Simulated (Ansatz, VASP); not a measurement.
GaN in VASP and in Ansatz

```
Ga N
1.0
     3.21843    0.00000    0.00000
    -1.60921    2.78724    0.00000
     0.00000    0.00000    5.24303
Ga N
2 2
Direct
  0.33333 0.66667 0.99913
  0.66667 0.33333 0.49913
  0.33333 0.66667 0.37587
  0.66667 0.33333 0.87587
```

Alike in both runs: task single point; functional PBE; k mesh 12 × 12 × 6; occupations gaussian, width 0.01 eV; no spin polarisation.

```csv
,VASP,Ansatz
version,VASP 6.6.1,Ansatz 0.2.0
potentials or method,"VASP PAW PBE potentials, release 64 (Ga_d, N)","scalar-relativistic, plane waves, PAW"
plane-wave cutoff (eV),520,420
valence electrons in the cell,36,36
```

|  | VASP | Ansatz | Ansatz less VASP |
| --- | --- | --- | --- |
| gap on the k mesh at the Fermi level (eV) | 1.72 | 1.71 | -0.006 |
| least direct gap on the mesh (eV) | 1.72 | 1.71 | -0.006 |
| pressure (GPa) | 0.1 | 0.0 | -0.12 |

With one functional, cell and mesh, what is left measures potentials, basis and numerics.

Expect the measured gap to be larger: semilocal functionals such as PBE lack the derivative discontinuity.
